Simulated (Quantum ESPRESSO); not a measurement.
# WC (Qusongite) (P-6m2) in Quantum ESPRESSO: notebook

One crystal, WC (Qusongite), is run at these levels: LDA; tasks: single point, equation of state.

All numbers are computed with Quantum ESPRESSO 7.5; they aren't measurements. Logs are shortened: lines on timing, memory, paths and dates and some standing lists are left out, and cuts for length are marked.

## (1) The crystal as given

The structure is hexagonal, space group P-6m2 (No. 187). The conventional cell has a = 2.907 Å, b = 2.907 Å, c = 2.837 Å, α = 90.00°, β = 90.00°, γ = 120.00°. W (site symmetry -6m2) has 6 C at 2.20 Å as nearest neighbours. C (site symmetry -6m2) is surrounded by 6 W at 2.20 Å.

## (2) Single point, LDA, 9.75 Å³/atom

Input file pw.in:

```
&CONTROL
  calculation = 'scf'
  prefix = 'pwscf'
  outdir = './tmp'
  pseudo_dir = './pseudo'
  tstress = .true.
  disk_io = 'nowf'
/
&SYSTEM
  ibrav = 0
  nat = 2
  ntyp = 2
  ecutwfc = 56
  ecutrho = 448
  nbnd = 15
  occupations = 'smearing'
  smearing = 'fd'
  degauss = 0.00367493
/
&ELECTRONS
  conv_thr = 4d-10
  electron_maxstep = 120
  mixing_beta = 0.5
/
ATOMIC_SPECIES
W    183.8400 w_lda_v1.2.uspp.F.UPF
C     12.0110 c_lda_v1.2.uspp.F.UPF
CELL_PARAMETERS angstrom
   2.8471670250    0.0000000000    0.0000000000
  -1.4235835125    2.4657189725    0.0000000000
   0.0000000000    0.0000000000    2.7786939560
ATOMIC_POSITIONS crystal
W      0.0000000000    0.0000000000    0.0000000000
C      0.6666666667    0.3333333333    0.5000000000
K_POINTS automatic
10 10 9 0 0 0
```

Potentials or basis: GBRV 1.5 LDA.

On the command line:

```bash
OMP_NUM_THREADS=1 mpirun -n 2 pw.x -nk 2 -in pw.in > pw.out
```

pw.out:

```text
This program is part of the open-source Quantum ESPRESSO suite
     for quantum simulation of materials; please cite
[... 13 lines left out ...]
     --------------------
     sticks:   dense  smooth     PW     G-vecs:    dense   smooth      PW
     Sum         889     439    139                21011     7423    1279

     Using Slab Decomposition

     bravais-lattice index     =            0
     lattice parameter (alat)  =       5.3804  a.u.
     unit-cell volume          =     131.6418 (a.u.)^3
     number of atoms/cell      =            2
     number of atomic types    =            2
     number of electrons       =        18.00
     number of Kohn-Sham states=           15
     kinetic-energy cutoff     =      56.0000  Ry
     charge density cutoff     =     448.0000  Ry
     scf convergence threshold =      4.0E-10
     mixing beta               =       0.5000
     number of iterations used =            8  plain     mixing
     Exchange-correlation= SLA  PZ   NOGX NOGC
                           (   1   1   0   0   0   0   0)

     celldm(1)=   5.380366  celldm(2)=   0.000000  celldm(3)=   0.000000
     celldm(4)=   0.000000  celldm(5)=   0.000000  celldm(6)=   0.000000

     crystal axes: (cart. coord. in units of alat)
               a(1) = (   1.000000   0.000000   0.000000 )
               a(2) = (  -0.500000   0.866025   0.000000 )
               a(3) = (   0.000000   0.000000   0.975950 )

     reciprocal axes: (cart. coord. in units 2 pi/alat)
               b(1) = (  1.000000  0.577350 -0.000000 )
               b(2) = (  0.000000  1.154701  0.000000 )
               b(3) = (  0.000000 -0.000000  1.024642 )

     PseudoPot. # 1 for W  read from file:
     w_lda_v1.2.uspp.F.UPF
     Pseudo is Ultrasoft + core correction, Zval = 14.0
     Generated by new atomic code, or converted to UPF format
     Using radial grid of  923 points,  8 beta functions with:
                l(1) =   0
                l(2) =   0
                l(3) =   0
                l(4) =   1
                l(5) =   1
                l(6) =   2
                l(7) =   2
                l(8) =   3
     Q(r) pseudized with  6 coefficients,  rinner =    1.350   1.350   1.350
                                                       1.350   1.350   1.350
                                                       1.350

     PseudoPot. # 2 for C  read from file:
     c_lda_v1.2.uspp.F.UPF
     Pseudo is Ultrasoft + core correction, Zval =  4.0
     Generated by new atomic code, or converted to UPF format
     Using radial grid of  721 points,  4 beta functions with:
                l(1) =   0
                l(2) =   0
                l(3) =   1
                l(4) =   1
     Q(r) pseudized with  8 coefficients,  rinner =    1.100   1.100   1.100

     atomic species   valence    mass     pseudopotential
     W                14.00   183.84000     W ( 1.00)
     C                 4.00    12.01100     C ( 1.00)

     12 Sym. Ops. (no inversion) found

   Cartesian axes

     site n.     atom                  positions (alat units)
         1        W      tau(   1) = (   0.0000000   0.0000000   0.0000000  )
         2        C      tau(   2) = (   0.5000000   0.2886751   0.4879752  )

     number of k points=    70  Fermi-Dirac smearing, width (Ry)=  0.0037
                       cart. coord. in units 2pi/alat
        k(    1) = (   0.0000000   0.0000000   0.0000000), wk =   0.0022222
        k(    2) = (   0.0000000   0.0000000   0.1138491), wk =   0.0044444
        k(    3) = (   0.0000000   0.0000000   0.2276983), wk =   0.0044444
        k(    4) = (   0.0000000   0.0000000   0.3415474), wk =   0.0044444
        k(    5) = (   0.0000000   0.0000000   0.4553965), wk =   0.0044444
        k(    6) = (   0.0000000   0.1154701   0.0000000), wk =   0.0133333
[... 62 lines left out ...]
        k(   69) = (   0.3000000   0.5196152   0.3415474), wk =   0.0266667
        k(   70) = (   0.3000000   0.5196152   0.4553965), wk =   0.0266667

     Dense  grid:    21011 G-vectors     FFT dimensions: (  40,  40,  36)

     Smooth grid:     7423 G-vectors     FFT dimensions: (  25,  25,  25)

     Initial potential from superposition of free atoms

     starting charge      17.8997, renormalised to      18.0000

     negative rho (up, down):  5.936E-02 0.000E+00
     Starting wfcs are   17 randomized atomic wfcs

     Self-consistent Calculation

     iteration #  1     ecut=    56.00 Ry     beta= 0.50
     Davidson diagonalization with overlap
     ethr =  1.00E-02,  avg # of iterations =  3.2

     negative rho (up, down):  6.092E-02 0.000E+00

     total energy              =    -170.61973026 Ry
     estimated scf accuracy    <       0.47759058 Ry

     iteration #  2     ecut=    56.00 Ry     beta= 0.50
     Davidson diagonalization with overlap
     ethr =  2.65E-03,  avg # of iterations =  2.0
[... 60 lines left out ...]
     iteration #  9     ecut=    56.00 Ry     beta= 0.50
     Davidson diagonalization with overlap
     ethr =  2.60E-12,  avg # of iterations =  2.9

     negative rho (up, down):  6.434E-02 0.000E+00

     End of self-consistent calculation

          k = 0.0000 0.0000 0.0000 (   901 PWs)   bands (ev):

   -52.0228 -16.0070 -15.8729 -15.8729   7.0221  17.1291  18.2050  18.2050
    21.9316  25.2948  25.2948  27.7503  27.7503  28.7147  36.8131

          k = 0.0000 0.0000 0.1138 (   907 PWs)   bands (ev):

   -52.0164 -16.1218 -15.8630 -15.8630   7.3508  17.0063  18.3502  18.3502
    21.9228  24.2829  24.2829  28.2784  28.2784  28.9109  37.4800
[... 108 lines left out ...]
   -51.9126 -16.6934 -16.5279 -16.0129  10.4916  14.5987  17.8071  17.9658
    21.0721  25.5104  25.8589  29.2340  30.1784  33.4866  36.5474

          k = 0.0000 0.4619 0.4554 (   922 PWs)   bands (ev):

   -51.9009 -16.7091 -16.6610 -15.9907  10.3646  14.9258  17.3942  17.7726
    21.3706  25.7514  27.1129  28.9017  31.0299  33.6320  35.8818

          k = 0.0000-0.5774 0.0000 (   934 PWs)   bands (ev):

   -51.9446 -16.8888 -16.1097 -15.8649  10.5892  14.5485  17.9033  17.9462
    21.3464  24.3072  26.7038  27.0964  29.0128  32.0676  35.3412

          k = 0.0000-0.5774 0.1138 (   934 PWs)   bands (ev):

   -51.9385 -16.8721 -16.0980 -15.9693  10.6887  14.3853  17.2642  19.2007
    20.3880  25.1844  26.7223  27.0325  28.8390  32.6650  35.4426

          k = 0.0000-0.5774 0.2277 (   928 PWs)   bands (ev):

   -51.9229 -16.8294 -16.2268 -16.0681  10.7595  14.1511  17.4591  18.9434
    20.5672  25.9714  26.0417  28.3173  28.8714  33.4180  35.9345

          k = 0.0000-0.5774 0.3415 (   930 PWs)   bands (ev):

   -51.9052 -16.7803 -16.5089 -16.0339  10.5298  14.3985  17.7441  17.8233
    21.6841  25.9991  26.4220  29.0944  30.0581  33.3243  36.5645

          k = 0.0000-0.5774 0.4554 (   922 PWs)   bands (ev):

   -51.8936 -16.7480 -16.6874 -16.0114  10.2659  14.8830  17.2276  17.6135
    22.2194  26.6074  27.2274  29.1356  31.3863  32.8970  35.2590

          k = 0.1000 0.1732 0.0000 (   937 PWs)   bands (ev):

   -52.0019 -16.1521 -15.9693 -15.9454   7.8406  16.7577  17.9837  18.9489
    20.2450  24.9335  26.4493  27.2335  27.2522  30.7839  35.9757

          k = 0.1000 0.1732 0.1138 (   939 PWs)   bands (ev):
[... 186 lines left out ...]
   -51.8969 -16.5775 -16.4870 -16.3816  10.8572  14.7631  16.4162  18.6238
    20.9606  25.8435  28.2877  29.2648  30.3428  33.0293  36.0396

          k = 0.3000 0.5196 0.4554 (   926 PWs)   bands (ev):

   -51.8854 -16.6640 -16.5475 -16.3542  10.6463  14.2750  16.1528  19.9711
    21.0478  26.6272  28.8308  29.5005  31.9517  32.0514  34.5833

     the Fermi energy is    21.7786 ev

!    total energy              =    -170.79700068 Ry
     estimated scf accuracy    <          9.6E-12 Ry
     smearing contrib. (-TS)   =      -0.00016078 Ry
     internal energy E=F+TS    =    -170.79683990 Ry

     The total energy is F=E-TS. E is the sum of the following terms:
     one-electron contribution =      -7.44328145 Ry
     hartree contribution      =      16.30804566 Ry
     xc contribution           =     -44.88769554 Ry
     ewald contribution        =    -134.77390857 Ry

     convergence has been achieved in   9 iterations

     Computing stress (Cartesian axis) and pressure

     negative rho (up, down):  6.434E-02 0.000E+00
          total   stress  (Ry/bohr**3)                   (kbar)     P=      189.18
   0.00124203  -0.00000000  -0.00000000          182.71       -0.00       -0.00
  -0.00000000   0.00124203   0.00000000           -0.00      182.71        0.00
  -0.00000000   0.00000000   0.00137398           -0.00        0.00      202.12

=------------------------------------------------------------------------------=
   JOB DONE.
=------------------------------------------------------------------------------=
```

Wall time 5.7 s (2 MPI ranks of Intel Xeon 6975P-C (Granite Rapids), shared host); peak memory 0.26 GiB.

What came out:

| Item | Value |
| --- | --- |
| Free energy | -2323.8116 eV |
| Pressure | 18.9 GPa |
| Band gap on the k mesh | none (metal or under the smearing width) |

## (3) Single point, LDA, 9.96 Å³/atom

pw.in, as its differences from that of step 2:

```diff
@@ -28,5 +28,5 @@
 CELL_PARAMETERS angstrom
-   2.8471670250    0.0000000000    0.0000000000
-  -1.4235835125    2.4657189725    0.0000000000
-   0.0000000000    0.0000000000    2.7786939560
+   2.8672181576    0.0000000000    0.0000000000
+  -1.4336090788    2.4830837627    0.0000000000
+   0.0000000000    0.0000000000    2.7982628680
 ATOMIC_POSITIONS crystal
```

Potentials or basis: GBRV 1.5 LDA.

On the command line:

```bash
OMP_NUM_THREADS=1 mpirun -n 2 pw.x -nk 2 -in pw.in > pw.out
```

Wall time 5.9 s (2 MPI ranks of Intel Xeon 6975P-C (Granite Rapids), shared host); peak memory 0.28 GiB.

The run converged. Its results:

```
Free energy            : -2323.8474 eV
Pressure               : 8.7 GPa
Band gap on the k mesh : none (metal or under the smearing width)
```

## (4) Single point, LDA, 10.17 Å³/atom

pw.in, as its differences from that of step 3:

```diff
@@ -28,5 +28,5 @@
 CELL_PARAMETERS angstrom
-   2.8672181576    0.0000000000    0.0000000000
-  -1.4336090788    2.4830837627    0.0000000000
-   0.0000000000    0.0000000000    2.7982628680
+   2.8869927008    0.0000000000    0.0000000000
+  -1.4434963504    2.5002090195    0.0000000000
+   0.0000000000    0.0000000000    2.8175618425
 ATOMIC_POSITIONS crystal
```

On the command line:

```bash
OMP_NUM_THREADS=1 mpirun -n 2 pw.x -nk 2 -in pw.in > pw.out
```

Wall time 6 s (2 MPI ranks of Intel Xeon 6975P-C (Granite Rapids), shared host); peak memory 0.28 GiB.

It converged, with:

| Property | Result |
| --- | --- |
| Free energy | -2323.8581 eV |
| Pressure | -0.4 GPa |
| Band gap on the k mesh | none (metal or under the smearing width) |

## (5) Single point, LDA, 10.38 Å³/atom

pw.in, as its differences from that of step 4:

```diff
@@ -28,5 +28,5 @@
 CELL_PARAMETERS angstrom
-   2.8869927008    0.0000000000    0.0000000000
-  -1.4434963504    2.5002090195    0.0000000000
-   0.0000000000    0.0000000000    2.8175618425
+   2.9065000000    0.0000000000    0.0000000000
+  -1.4532500000    2.5171028361    0.0000000000
+   0.0000000000    0.0000000000    2.8366000000
 ATOMIC_POSITIONS crystal
```

On the command line:

```bash
OMP_NUM_THREADS=1 mpirun -n 2 pw.x -nk 2 -in pw.in > pw.out
```

Wall time 6.8 s (2 MPI ranks of Intel Xeon 6975P-C (Granite Rapids), shared host); peak memory 0.28 GiB.

It converged, with:

```yaml
Free_energy: -2323.8462 eV
Pressure: -8.7 GPa
Band_gap_on_the_k_mesh: none (metal or under the smearing width)
```

## (6) Single point, LDA, 10.58 Å³/atom

pw.in, as its differences from that of step 5:

```diff
@@ -28,5 +28,5 @@
 CELL_PARAMETERS angstrom
-   2.9065000000    0.0000000000    0.0000000000
-  -1.4532500000    2.5171028361    0.0000000000
-   0.0000000000    0.0000000000    2.8366000000
+   2.9257489053    0.0000000000    0.0000000000
+  -1.4628744527    2.5337728771    0.0000000000
+   0.0000000000    0.0000000000    2.8553859779
 ATOMIC_POSITIONS crystal
```

Potentials or basis: GBRV 1.5 LDA.

On the command line:

```bash
OMP_NUM_THREADS=1 mpirun -n 2 pw.x -nk 2 -in pw.in > pw.out
```

Run time: 7 s. Hardware: 2 MPI ranks of Intel Xeon 6975P-C (Granite Rapids), shared host; peak memory 0.28 GiB.

Results (log left out):

```yaml
Free_energy: -2323.8143 eV
Pressure: -16.0 GPa
Band_gap_on_the_k_mesh: none (metal or under the smearing width)
```

## (7) Single point, LDA, 10.79 Å³/atom

pw.in, as its differences from that of step 6:

```diff
@@ -28,5 +28,5 @@
 CELL_PARAMETERS angstrom
-   2.9257489053    0.0000000000    0.0000000000
-  -1.4628744527    2.5337728771    0.0000000000
-   0.0000000000    0.0000000000    2.8553859779
+   2.9447478072    0.0000000000    0.0000000000
+  -1.4723739036    2.5502264088    0.0000000000
+   0.0000000000    0.0000000000    2.8739279649
 ATOMIC_POSITIONS crystal
```

On the command line:

```bash
OMP_NUM_THREADS=1 mpirun -n 2 pw.x -nk 2 -in pw.in > pw.out
```

Run time: 7 s. Hardware: 2 MPI ranks of Intel Xeon 6975P-C (Granite Rapids), shared host; peak memory 0.28 GiB.

The run converged. Its results:

| Item | Value |
| --- | --- |
| Free energy | -2323.7641 eV |
| Pressure | -22.7 GPa |
| Band gap on the k mesh | none (metal or under the smearing width) |

## (8) Single point, LDA, 11.00 Å³/atom

pw.in, as its differences from that of step 7:

```diff
@@ -28,5 +28,5 @@
 CELL_PARAMETERS angstrom
-   2.9447478072    0.0000000000    0.0000000000
-  -1.4723739036    2.5502264088    0.0000000000
-   0.0000000000    0.0000000000    2.8739279649
+   2.9635046684    0.0000000000    0.0000000000
+  -1.4817523342    2.5664703270    0.0000000000
+   0.0000000000    0.0000000000    2.8922337321
 ATOMIC_POSITIONS crystal
```

On the command line:

```bash
OMP_NUM_THREADS=1 mpirun -n 2 pw.x -nk 2 -in pw.in > pw.out
```

Wall time 7.3 s (2 MPI ranks of Intel Xeon 6975P-C (Granite Rapids), shared host); peak memory 0.3 GiB.

The run converged. Its results:

```
Free energy            : -2323.6977 eV
Pressure               : -28.6 GPa
Band gap on the k mesh : none (metal or under the smearing width)
```

## (9) Equation of state, LDA

Potentials or basis: GBRV 1.5 LDA.

No new run: the results of the series are fitted here.

What came out:

```
Equilibrium volume                        : 10.16 Å³/atom
Bulk modulus at fixed shape and positions : 427 GPa
Pressure derivative of the bulk modulus   : 4.3
```

Energy against volume, from the lowest point:
```
volume (Å³/atom)  energy (meV/atom)
           9.754              23.25
           9.961               5.35
          10.169               0.00
          10.376               5.91
          10.584              21.90
          10.791              46.96
          10.999              80.20
```

Caveat: the cell was scaled at fixed shape and fractional positions, which overstates the stiffness of a crystal with free parameters, most of all of layers and chains. The run has no spin-orbit coupling, so splittings on W are missing.
